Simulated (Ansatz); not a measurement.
An Ansatz input:

```yaml
crystal:
  lattice:
    - [5.3715985869, 0.0, 0.0]
    - [-2.6857992934, 4.6519408352, 0.0]
    - [0.0, 0.0, 3.153656761]
  atoms:
    - { symbol: Te, position: [0.0, 0.0, 0.0] }
    - { symbol: Te, position: [0.3333333333, 0.6666666667, 0.5] }
    - { symbol: Te, position: [0.6666666667, 0.3333333333, 0.5] }
hamiltonian:
  xc: rpbe
  pseudopotentials:
    kind: paw
    azcp:
      Te: "pseudopotentials/Te.paw.azcp"
basis:
  ecutwfc: 420
  fft_grid_basis: typed
kpoints:
  mp_grid: { grid: [8, 8, 11], shift: [0, 0, 0] }
magnetization:
  spin_polarized: false
scf:
  occupations: { method: fermi_dirac, width: 0.1 }
  lower_state_search: "off"
output:
  stress: true
```

and its output:

```
Engine: ansatz 0.2.0, aarch64-unknown-linux-gnu
Pseudopotentials: kind: paw
Pseudopotential: Te, paw, valence charge 16, recommended cutoff 420 eV (normal) 
Functional definition: RPBE
  parameter kappa = 0.804
  parameter beta = 0.06672455060314922
  exchange = rpbe_x(kappa = kappa, mu = beta*pi^2/3)
  correlation = pbe_c(beta = beta)
Crystal: 3 atoms, lattice volume = 78.805 Å³
Basis set: ecut = 420 eV, 1529 PW (Γ)
Bands: 28, of which v1, the nominal top of the filled ones, is band 24 counted from 1 (23 counted from 0)
Symmetry: 24 space group operations
Space group: P6/mmm (ITA 191), of the structure as read, at distance tolerance 4.3e-5 Å
k-points: 60 of 704
Non-local potential: Te, projectors of the file, l = 0: 2, l = 1: 2, l = 2: 2, l = 3: 2
PAW form: soft (Blöchl's): semilocal exchange-correlation on the pseudo side does not see the compensation charge
PAW frozen core: Te, regenerated for the run's functional, and the local potential with it (the file was generated under x = pbe(κ = 0.804, μ = 0.2195149727645171), c = pbe(β = 0.06672455060314922))
PAW one-centre angular grid: Te, 590 points (default); XC on 64 Gauss nodes
Initial density: superposition of atomic densities (neutral atoms: chi_scale 0, normalization atom), corrected by the library's trained network
Initial wavefunctions: pseudopotential atomic-orbital guess
Functional: x = rpbe, c = pbe(β = 0.06672455060314922)
SCF iter   1: F=—  HF=-20965.092483 eV  |F-HF|=—  |Δ(HF+E_count)|=         —  Δρ=2.56e-3  dr2=2.73e-3  ethr=1.77e-3  ⟨swp⟩=6.9  Hψ=7252  notcnv=0
SCF iter   2: F=—  HF=-20965.091113 eV  |F-HF|=—  |Δ(HF+E_count)|=   1.37e-3  Δρ=1.34e-3  dr2=1.09e-3  ethr=5.68e-6  ⟨swp⟩=2.0  Hψ=3569  notcnv=0
SCF iter   3: F=—  HF=-20965.091492 eV  |F-HF|=—  |Δ(HF+E_count)|=   3.79e-4  Δρ=6.56e-4  dr2=2.84e-4  ethr=2.28e-6  ⟨swp⟩=1.9  Hψ=2133  notcnv=0
SCF iter   4: F=—  HF=-20965.091573 eV  |F-HF|=—  |Δ(HF+E_count)|=   8.18e-5  Δρ=8.75e-5  dr2=5.28e-6  ethr=5.91e-7  ⟨swp⟩=2.0  Hψ=2217  notcnv=0
SCF iter   5: F=—  HF=-20965.091574 eV  |F-HF|=—  |Δ(HF+E_count)|=   5.13e-7  Δρ=2.09e-5  dr2=4.82e-7  ethr=1.10e-8  ⟨swp⟩=2.0  Hψ=3139  notcnv=0
SCF iter   6: F=-20965.091574 eV  HF=-20965.091574 eV  |F-HF|=1.76e-8  |Δ(HF+E_count)|=   9.12e-8  Δρ=5.75e-6  dr2=3.01e-8  ethr=2.08e-10  ⟨swp⟩=5.0  Hψ=6015  notcnv=0
SCF 1 converged in 6 iterations: F = -20965.091574 eV  dr2 = 3.01e-8
SCF converged after 6 iterations
Free energy (F): -20965.091574 eV
Harris-Foulkes:  -20965.091574 eV  (|F-HF|=1.76e-8)
Internal energy: -20965.022630 eV  (E = F + TS)
E sigma→0 (E₀):  -20965.057102 eV
Entropy (-TS):   -0.068943 eV (-22.981 meV/atom)
Fermi energy:    12.857380 eV
--- Per-component energies (eV) ---
  E_band       = -615.330227
  E_kinetic    = 543.298590
  E_local      = -2870.806088  (includes V_loc(G=0)·N_el)
  E_nonlocal   = -934.622869
  E_hartree    = 2048.049460
  E_xc         = -374.674519
  E_vxc        = -314.022415  (∫ρ·V_xc dr)
  E_paw        = -14011.947566  (= ΣΔE_a)
  E_vpaw       = -1135.282041  (= ΣTr[D̂ρ^β])
  E_aug_tail   = -0.000501  (compensation charges beyond the density's cutoff)
  E_ewald      = -5364.202186
  E_core_change = -0.116953  (= ΣΔE_core)
  E_smearing   = -0.068943  (= −TS)
  E_closure    = -0.000000  (closes the sum)
  Σ components = -20965.091574   (vs F -20965.091574, Δ=0.00e0)
--- Stress (GPa, compression-positive) ---
        8.726535      -0.000000       0.000000
       -0.000000       8.726535       0.000000
        0.000000       0.000000       6.390647
  P = ⅓ Tr σ = 7.9479 GPa (79.479 kbar)
```
